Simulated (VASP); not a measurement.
# CdGeAs2 (I-42d) in VASP: a series of runs

The runs below take CdGeAs2 through relaxation of cell and atoms, with PBE, PBE+D3(BJ).

All numbers are computed with VASP 6.6.1; they aren't measurements. Logs are shortened: lines on timing, memory, paths and dates and some standing lists are left out, and cuts for length are marked.

## (1) The crystal as given

Symmetry: I-42d, No. 122, tetragonal system. Conventional cell: a = 5.978 Å, b = 5.978 Å, c = 11.329 Å, α = 90.00°, β = 90.00°, γ = 90.00°. Cd (site symmetry -4) has 4 As at 2.65 Å as nearest neighbours. Ge (site symmetry -4) has 4 As at 2.45 Å as nearest neighbours. As (site symmetry 2) has 2 Ge at 2.45 Å and 2 Cd at 2.65 Å as nearest neighbours.

The cell is a database's computed one.

## (2) Relaxation of cell and atoms, PBE

Contents of INCAR:

```
SYSTEM = CdGeAs2
PREC     = Accurate       ! precision mode
ENCUT    = 300            ! plane-wave cutoff, eV
EDIFF    = 1E-6           ! SCF threshold, eV
ISMEAR   = 0              ! smearing method
SIGMA    = 0.03           ! smearing width, eV
LREAL    = .False.        ! projectors in reciprocal space
LASPH    = .True.         ! aspherical terms in the spheres
NELM     = 80             ! most SCF steps
ALGO     = Normal         ! electronic algorithm
ISIF     = 3              ! what is computed and relaxed
LWAVE    = .False.        ! write WAVECAR
LCHARG   = .False.        ! write CHGCAR
GGA      = PE             ! functional
IBRION   = 2              ! ionic algorithm
NSW      = 90             ! ionic steps
EDIFFG   = -0.01          ! ionic threshold
KPAR     = 2
```

Contents of KPOINTS:

```
Automatic mesh
0
Gamma
  4 4 4
  0 0 0
```

Contents of POSCAR:

```
CdGeAs2
1.0
   -2.9888745628      2.9888745628      5.6642966801
    2.9888745628     -2.9888745628      5.6642966801
    2.9888745628      2.9888745628     -5.6642966801
Cd Ge As
2 2 4
Direct
    0.2500000000      0.7500000000      0.5000000000
    0.5000000000      0.5000000000      0.0000000000
    0.0000000000      0.0000000000      0.0000000000
    0.7500000000      0.2500000000      0.5000000000
    0.8750000000      0.3462175700      0.9712175700
    0.6537824300      0.6250000000      0.5287824300
    0.3750000000      0.9037824300      0.0287824300
    0.0962175700      0.1250000000      0.4712175700
```

Potentials or basis: VASP PAW PBE potentials, release 64 (Cd, Ge, As).

Command:

```console
> cat potpaw_PBE.64/Cd/POTCAR potpaw_PBE.64/Ge/POTCAR potpaw_PBE.64/As/POTCAR > POTCAR
> mpirun -np 2 vasp_std > vasp.out
```

OUTCAR:

```text
SYSTEM = CdGeAs2
   PREC = Accurate
   ENCUT = 300
   EDIFF = 1E-6
   ISMEAR = 0
   LREAL = .False.
   LASPH = .True.
   NELM = 80
   ISIF = 3
   GGA = PE
   IBRION = 2
   NSW = 90
   EDIFFG = -0.01

 ion  position               nearest neighbor table
   1  0.250  0.750  0.500-   7 2.65   6 2.65   8 2.65   5 2.65
   2  0.500  0.500  0.000-   6 2.65   5 2.65   7 2.65   8 2.65
   3  0.000  0.000  0.000-   6 2.45   5 2.45   7 2.45   8 2.45
   4  0.750  0.250  0.500-   7 2.45   6 2.45   5 2.45   8 2.45
   5  0.875  0.346  0.971-   3 2.45   4 2.45   1 2.65   2 2.65
   6  0.654  0.625  0.529-   3 2.45   4 2.45   1 2.65   2 2.65
   7  0.375  0.904  0.029-   4 2.45   3 2.45   2 2.65   1 2.65
   8  0.096  0.125  0.471-   3 2.45   4 2.45   2 2.65   1 2.65

  LATTYP: Found a body centered tetragonal cell.
 ALAT       =     5.9777491256
 C/A-ratio  =     1.8951269319

  Lattice vectors:

 A1 = (  -2.9888745628,   2.9888745628,   5.6642966801)
 A2 = (   2.9888745628,  -2.9888745628,   5.6642966801)
 A3 = (   2.9888745628,   2.9888745628,  -5.6642966801)

Analysis of symmetry for initial positions (statically):
=====================================================================
 Subroutine PRICEL returns:
 Original cell was already a primitive cell.

 Routine SETGRP: Setting up the symmetry group for a
 body centered tetragonal supercell.

 Subroutine GETGRP returns: Found  8 space group operations
 (whereof  4 operations were pure point group operations)
 out of a pool of 16 trial point group operations.

The static configuration has the point symmetry S_4 .
 The point group associated with its full space group is D_2d.

Analysis of symmetry for dynamics (positions and initial velocities):
=====================================================================
 Subroutine PRICEL returns:
 Original cell was already a primitive cell.

 Routine SETGRP: Setting up the symmetry group for a
 body centered tetragonal supercell.

 Subroutine GETGRP returns: Found  8 space group operations
 (whereof  4 operations were pure point group operations)
 out of a pool of 16 trial point group operations.

The dynamic configuration has the point symmetry S_4 .
 The point group associated with its full space group is D_2d.

 Subroutine INISYM returns: Found  8 space group operations
 (whereof  4 operations are pure point group operations),
 and found     1 'primitive' translations

----------------------------------------------------------------------------------------

                                     Primitive cell

  volume of cell :     202.4051
[... 81 lines left out ...]
   ISTART =      0    job   : 0-new  1-cont  2-samecut
   ICHARG =      2    charge: 1-file 2-atom 10-const
   ISPIN  =      1    spin polarized calculation?
   LNONCOLLINEAR =      F non collinear calculations
   LSORBIT =      F    spin-orbit coupling
   LASPH  =      T    aspherical Exc in radial PAW
   ENCUT  =  300.0 eV  22.05 Ry    4.70 a.u.   9.98  9.98  9.98*2*pi/ulx,y,z
   NELM   =     80;   NELMIN=  2; NELMDL= -5     # of ELM steps
   EDIFF  = 0.1E-05   stopping-criterion for ELM
   LREAL  =      F    real-space projection
   EDIFFG = -.1E-01   stopping-criterion for IOM
   NSW    =     90    number of steps for IOM
   IBRION =      2    ionic relax: 0-MD 1-quasi-New 2-CG
   NFREE  =      1    steps in history (QN), initial steepest desc. (CG)
   ISIF   =      3    stress and relaxation
   ISYM   =      2    0-nonsym 1-usesym 2-fastsym
   POTIM  = 0.5000    time-step for ionic-motion
   TEBEG  =    0.0;   TEEND  =   0.0 temperature during run
   PSTRESS=    0.0 pullay stress
   NELECT =      52.0000    total number of electrons
   NUPDOWN=      -1.0000    fix difference up-down
   EMIN   =  10.00;   EMAX   =-10.00  energy-range for DOS
   EFERMI =   0.00;   METHOD = LEGACY
   ISMEAR =     0;   SIGMA  =   0.03  broadening in eV -4-tet -1-fermi 0-gaus
   EFERMI_NEDOS =   21; number of points for ismear=-14 and -15
   IALGO  =     38    algorithm
   IMIX   =      4    mixing-type and parameters
     AMIX     =   0.40;   BMIX     =  1.00
     AMIX_MAG =   1.60;   BMIX_MAG =  1.00
  volume/ion in A,a.u.               =      25.30       170.74
  Fermi-wavevector in a.u.,A,eV,Ry     =   1.040724  1.966683 14.736553  1.083106
  Thomas-Fermi vector in A             =   2.175312
   LORBIT       =      0    0 simple, 1 ext, 2 COOP (PROOUT), +10 PAW based schemes
   GGA     = PE    functional components
   LHFCALC =     F    Hartree Fock is set to
   AEXX    =    0.0000 exact exchange contribution
   IVDW    =     0    specifies the selected vdW correction
   LEPSILON=     F    determine dielectric tensor
   LRPA    =     F    only Hartree local field effects (RPA)
 conjugate gradient relaxation of ions
 non-spin polarized calculation
 Gauss-broadening in eV      SIGMA  =   0.03
  energy-cutoff  :      300.00
  volume of cell :      202.41
 maximum number of plane-waves:      2404
   NGX = 19   NGY = 19   NGZ = 19

--------------------------------------- Ionic step        1  -------------------------------------------

 number of electron      52.0000045 magnetization

 Free energy of the ion-electron system (eV)
  ---------------------------------------------------
  ext. energy  EPLUGINS =         0.00000000
  ---------------------------------------------------
  free energy    TOTEN  =       -29.83323201 eV

  energy without entropy =      -29.83323201  energy(sigma->0) =      -29.83323201

------------------------ aborting loop because EDIFF is reached ----------------------------------------

  FORCE on cell =-STRESS in cart. coord.  units (eV):
  Direction    XX          YY          ZZ          XY          YZ          ZX
  --------------------------------------------------------------------------------------
  -------------------------------------------------------------------------------------
  Total        3.4182515      3.4182515      3.1898142      0.0000000      0.0000000      0.0000000
  in kB       27.0578467     27.0578467     25.2496057      0.0000000      0.0000000      0.0000000
  external PRESSURE =      26.4550997 kB  Pullay stress =       0.0000000 kB
[... 197 lines left out ...]
--------------------------------------- Ionic step        6  -------------------------------------------

 number of electron      51.9999988 magnetization

 Free energy of the ion-electron system (eV)
  ---------------------------------------------------
  ext. energy  EPLUGINS =         0.00000000
  ---------------------------------------------------
  free energy    TOTEN  =       -29.90849310 eV

  energy without entropy =      -29.90849310  energy(sigma->0) =      -29.90849310

 E-fermi :   2.3227     XC(G=0):  -8.9492

 val. band max:        2.2122374569   @ k =   0.0000   0.0000   0.0000
 cond. band min:       2.4304722136   @ k =   0.0000   0.0000   0.0000
 fundamental gap:      0.2182347568
 Fermi energy:         2.3227472772

 k-point     1 :       0.0000    0.0000    0.0000
  band No.  band energies     occupation
      1     -10.1825      2.00000
      2      -8.2323      2.00000
      3      -8.2323      2.00000
      4      -8.2179      2.00000
      5      -6.6440      2.00000
      6      -5.9558      2.00000
[... 466 lines left out ...]
  FREE ENERGIE OF THE ION-ELECTRON SYSTEM (eV)
  ---------------------------------------------------
  free  energy   TOTEN  =       -29.9084931028 eV

  energy  without entropy=      -29.9084931015  energy(sigma->0) =      -29.90849310

 reached required accuracy - stopping structural energy minimisation
```

CONTCAR:

```text
CdGeAs2
   1.00000000000000
    -3.0331260802377815    3.0331260802377815    5.7454890996879913
     3.0331260802377815   -3.0331260802377815    5.7454890996879913
     3.0331260802377815    3.0331260802377815   -5.7454890996879913
  Cd              Ge              As
     2     2     4
Direct
     0.2500000000000000    0.7500000000000000    0.5000000000000000
     0.5000000000000000    0.5000000000000000    0.0000000000000000
     0.0000000000000000    0.0000000000000000    0.0000000000000000
     0.7500000000000000    0.2500000000000000    0.5000000000000000
     0.8750000000000000    0.3485819130874381    0.9735819130874380
     0.6514180869125620    0.6250000000000000    0.5264180869125620
     0.3750000000000000    0.9014180869125620    0.0264180869125619
     0.0985819130874381    0.1250000000000000    0.4735819130874381

  0.00000000E+00  0.00000000E+00  0.00000000E+00
  0.00000000E+00  0.00000000E+00  0.00000000E+00
  0.00000000E+00  0.00000000E+00  0.00000000E+00
  0.00000000E+00  0.00000000E+00  0.00000000E+00
  0.00000000E+00  0.00000000E+00  0.00000000E+00
  0.00000000E+00  0.00000000E+00  0.00000000E+00
  0.00000000E+00  0.00000000E+00  0.00000000E+00
  0.00000000E+00  0.00000000E+00  0.00000000E+00
```

Run time: 92 s. Hardware: 2 MPI ranks of Intel Xeon Platinum 8488C (Sapphire Rapids), shared host; peak memory 0.24 GiB.

The run converged, but some of its settings lie outside the range that counts as converged, so its numbers aren't taken as properties of the crystal.

What came out:

```
Free energy                            : -29.9085 eV
Relaxed volume                         : 26.43 Å³/atom
Relaxed cell                           : a = 7.170 Å, b = 7.170 Å, c = 7.170 Å, α = 129.95°, β = 129.95°, γ = 73.49°
Space group after relaxing (to 0.05 Å) : I-42d (No. 122)
Energy gained by relaxing              : 9.4 meV/atom
Ionic steps                            : 6
Band gap on the k mesh                 : 0.22 eV, direct
```

Caveat: the cutoff is under 1.25 times the usual one of these potentials, so pressure, stress and relaxed cells hold a basis-set (Pulay) error.

## (3) Relaxation of cell and atoms, PBE

This run uses another cell than the first one, of 26.43 Å³/atom, 1.045 times its volume.

Edit INCAR of step 2 so:

```diff
@@ -3,3 +3,3 @@
 ENCUT    = 300            ! plane-wave cutoff, eV
-EDIFF    = 1E-6           ! SCF threshold, eV
+EDIFF    = 1E-7           ! SCF threshold, eV
 ISMEAR   = 0              ! smearing method
@@ -16,3 +16,3 @@
 NSW      = 90             ! ionic steps
-EDIFFG   = -0.01          ! ionic threshold
+EDIFFG   = -0.005         ! ionic threshold
 KPAR     = 2
```

KPOINTS is that of step 2.

Contents of POSCAR:

```
CdGeAs2                                 
1.0
   -3.0331260802      3.0331260802      5.7454890997
    3.0331260802     -3.0331260802      5.7454890997
    3.0331260802      3.0331260802     -5.7454890997
  Cd              Ge              As            
     2     2     4
Direct
     0.2500000000000000    0.7500000000000000    0.5000000000000000
     0.5000000000000000    0.5000000000000000    0.0000000000000000
     0.0000000000000000    0.0000000000000000    0.0000000000000000
     0.7500000000000000    0.2500000000000000    0.5000000000000000
     0.8750000000000000    0.3485819130874381    0.9735819130874380
     0.6514180869125620    0.6250000000000000    0.5264180869125620
     0.3750000000000000    0.9014180869125620    0.0264180869125619
     0.0985819130874381    0.1250000000000000    0.4735819130874381
```

Potentials or basis: VASP PAW PBE potentials, release 64 (Cd, Ge, As).

Command:

```console
> cat potpaw_PBE.64/Cd/POTCAR potpaw_PBE.64/Ge/POTCAR potpaw_PBE.64/As/POTCAR > POTCAR
> mpirun -np 2 vasp_std > vasp.out
```

Run time: 46 s. Hardware: 2 MPI ranks of Intel Xeon Platinum 8488C (Sapphire Rapids), shared host; peak memory 0.26 GiB.

The run converged, but some of its settings lie outside the range that counts as converged, so its numbers aren't taken as properties of the crystal.

What came out:

```yaml
Free_energy: -29.9115 eV
Relaxed_volume: 26.44 Å³/atom
Relaxed_cell: a = 7.173 Å, b = 7.173 Å, c = 7.173 Å, α = 129.97°, β = 129.97°, γ = 73.46°
Space_group_after_relaxing_to_0.05_Å: I-42d (No. 122)
Energy_gained_by_relaxing: 0.0 meV/atom
Ionic_steps: 2
Band_gap_on_the_k_mesh: 0.22 eV, direct
```

Caveat: the cutoff is under 1.25 times the usual one of these potentials, so pressure, stress and relaxed cells hold a basis-set (Pulay) error.

## (4) Relaxation of cell and atoms, PBE+D3(BJ)

Contents of INCAR:

```
SYSTEM = CdGeAs2
PREC = Accurate
ENCUT = 600
EDIFF = 1E-6
ISMEAR = 0
SIGMA = 0.03
LREAL = .FALSE.
LASPH = .TRUE.
NELM = 80
ALGO = Normal
ISIF = 3
LWAVE = .FALSE.
LCHARG = .FALSE.
GGA = PE
IVDW = 12
IBRION = 2
NSW = 90
EDIFFG = -0.01
KPAR = 2
```

Contents of KPOINTS:

```
Automatic mesh
0
G
  8 8 8
  0 0 0
```

Contents of POSCAR:

```
CdGeAs2
1.0
   -2.9888745628      2.9888745628      5.6642966801
    2.9888745628     -2.9888745628      5.6642966801
    2.9888745628      2.9888745628     -5.6642966801
Cd Ge As
2 2 4
Direct
    0.2500000000      0.7500000000      0.5000000000
    0.5000000000      0.5000000000      0.0000000000
    0.0000000000      0.0000000000      0.0000000000
    0.7500000000      0.2500000000      0.5000000000
    0.8750000000      0.3462175700      0.9712175700
    0.6537824300      0.6250000000      0.5287824300
    0.3750000000      0.9037824300      0.0287824300
    0.0962175700      0.1250000000      0.4712175700
```

Potentials or basis: VASP PAW PBE potentials, release 64 (Cd, Ge_d, As).

Command:

```console
> cat potpaw_PBE.64/Cd/POTCAR potpaw_PBE.64/Ge_d/POTCAR potpaw_PBE.64/As/POTCAR > POTCAR
> mpirun -np 2 vasp_std > vasp.out
```

Wall time 10 min (2 MPI ranks of Intel Xeon 6975P-C (Granite Rapids), shared host); peak memory 0.85 GiB.

It converged, with:

| Property | Result |
| --- | --- |
| Free energy | -32.5842 eV |
| Relaxed volume | 25.29 Å³/atom |
| Relaxed cell | a = 7.062 Å, b = 7.062 Å, c = 7.062 Å, α = 129.90°, β = 129.90°, γ = 73.57° |
| Space group after relaxing (to 0.05 Å) | I-42d (No. 122) |
| Energy gained by relaxing | 0.5 meV/atom |
| Ionic steps | 5 |
| Pressure after relaxing | 0.0 GPa |
| Band gap on the k mesh | 0.13 eV, indirect (least direct gap 0.23 eV) |
| Dispersion energy per atom | -0.335 eV |

The path:
```
step  energy change (eV)  largest force (eV/Å)  pressure (GPa)  volume (Å³)
   1              0.0000                0.1333            0.02       202.41
   2             -0.0027                0.0700           -0.05       202.47
   3             -0.0037                0.0027           -0.08       202.55
   4             -0.0037                0.0003            0.07       202.12
   5             -0.0037                0.0010            0.01       202.29
```

Final structure:
```
Cd Ge As
1.0
    -2.99023    2.99023    5.65601
     2.99023   -2.99023    5.65601
     2.99023    2.99023   -5.65601
Cd Ge As
2 2 4
Direct
  0.25000 0.75000 0.50000
  0.50000 0.50000 0.00000
  0.00000 0.00000 0.00000
  0.75000 0.25000 0.50000
  0.87500 0.34849 0.97349
  0.65151 0.62500 0.52651
  0.37500 0.90151 0.02651
  0.09849 0.12500 0.47349
```

Levels at points of the mesh, in eV from the valence-band top:
```
           k point  band 34  band 35  band 36  band 37  band 38  band 39
(0.00, 0.00, 0.00)    -0.18    -0.10    -0.10     0.13     1.37     1.75
(0.50, 0.00, 0.00)    -1.48    -1.21    -0.63     1.82     2.06     2.69
(0.50, 0.50, 0.00)    -1.05    -0.54    -0.54     0.70     0.70     2.48
(0.50, 0.50, 0.50)    -1.81    -0.97    -0.97     1.41     1.41     1.67
```

A k mesh can miss the band edges. As with any semilocal functional, this PBE gap is likely too small.

## (5) Relaxation of cell and atoms, PBE+D3(BJ)

Edit INCAR of step 4 so:

```diff
@@ -3,3 +3,3 @@
 ENCUT = 600
-EDIFF = 1E-6
+EDIFF = 1E-7
 ISMEAR = 0
@@ -17,3 +17,3 @@
 NSW = 90
-EDIFFG = -0.01
+EDIFFG = -0.005
 KPAR = 2
```

KPOINTS is that of step 4.

Contents of POSCAR:

```
CdGeAs2                                 
1.0
   -2.9902307756      2.9902307756      5.6560072977
    2.9902307756     -2.9902307756      5.6560072977
    2.9902307756      2.9902307756     -5.6560072977
  Cd              Ge              As            
     2     2     4
Direct
     0.2500000000000000    0.7500000000000000    0.5000000000000000
     0.5000000000000000    0.5000000000000000    0.0000000000000000
     0.0000000000000000    0.0000000000000000    0.0000000000000000
     0.7500000000000000    0.2500000000000000    0.5000000000000000
     0.8750000000000000    0.3484884066081599    0.9734884066081599
     0.6515115933918401    0.6250000000000000    0.5265115933918401
     0.3750000000000000    0.9015115933918401    0.0265115933918401
     0.0984884066081599    0.1250000000000000    0.4734884066081599
```

Command:

```console
> cat potpaw_PBE.64/Cd/POTCAR potpaw_PBE.64/Ge_d/POTCAR potpaw_PBE.64/As/POTCAR > POTCAR
> mpirun -np 2 vasp_std > vasp.out
```

Run time: 4 min. Hardware: 2 MPI ranks of Intel Xeon 6975P-C (Granite Rapids), shared host; peak memory 0.8 GiB.

It converged, with:

- Free energy: -32.5842 eV
- Pressure after relaxing: 0.0 GPa
- Band gap on the k mesh: 0.13 eV, indirect (least direct gap 0.23 eV)
- Dispersion energy per atom: -0.335 eV

Final structure:
```cif
data_structure
_symmetry_space_group_name_H-M 'P 1'
_symmetry_Int_Tables_number 1
_cell_length_a 7.0621
_cell_length_b 7.0621
_cell_length_c 7.0621
_cell_angle_alpha 129.899
_cell_angle_beta 129.899
_cell_angle_gamma 73.569
_cell_volume 202.29
loop_
_atom_site_label
_atom_site_type_symbol
_atom_site_fract_x
_atom_site_fract_y
_atom_site_fract_z
_atom_site_occupancy
Cd1 Cd 0.25000 0.75000 0.50000 1
Cd2 Cd 0.50000 0.50000 0.00000 1
Ge1 Ge 0.00000 0.00000 0.00000 1
Ge2 Ge 0.75000 0.25000 0.50000 1
As1 As 0.87500 0.34849 0.97349 1
As2 As 0.65151 0.62500 0.52651 1
As3 As 0.37500 0.90151 0.02651 1
As4 As 0.09849 0.12500 0.47349 1
```

Levels at points of the mesh, in eV from the valence-band top:
```tsv
k point	band 32	band 33	band 34	band 35	band 36	band 37	band 38	band 39	band 40	band 41
(0.00, 0.00, 0.00)	-2.11	-2.11	-0.18	-0.10	-0.10	0.13	1.37	1.75	2.94	2.94
(0.50, 0.00, 0.00)	-2.56	-2.07	-1.48	-1.21	-0.63	1.82	2.06	2.69	3.47	3.87
(0.50, 0.50, 0.00)	-1.75	-1.05	-1.05	-0.54	-0.54	0.70	0.70	2.48	2.48	3.85
(0.50, 0.50, 0.50)	-2.24	-1.81	-1.81	-0.97	-0.97	1.41	1.41	1.67	1.67	2.70
```

Caveat: the relaxation stopped at its first step, so nothing moved.
